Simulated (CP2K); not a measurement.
## Hf in CP2K: the effect of functional

The system is Hf.

```xyz
2
Lattice="3.1967 0.0000 0.0000 -1.5983 2.7684 0.0000 0.0000 0.0000 5.0578" Properties=species:S:1:pos:R:3 pbc="T T T"
Hf    1.5984    0.9228    3.7934
Hf    0.0000    1.8456    1.2645
```

Alike in all runs:

```yaml
Program: CP2K 2026.2
Task: band structure
Potentials_or_basis: POTENTIAL_UZH Hf GTH-PBE-q12; TZVP-MOLOPT-PBE-GTH basis
Density_cutoff: 9184 eV
k_mesh: 10 × 10 × 5
Occupations: fermi-dirac, width 0.05 eV
Spin: no spin polarisation
```

```tsv
functional	pressure (GPa)
PBE	0.8
LDA	?
PBEsol	-2.9
AM05	-2.6
OLYP	-0.1
rev-vdW-DF2	-1.1
SCAN	1.0
```

Question: What does the run with functional LDA give?

Answer: Pressure -5.6 GPa.

Caveats: the basis of atomic orbitals isn't converged, which shifts pressures, moduli and gaps; the potentials were made for another functional, which shifts forces and pressure (some runs).
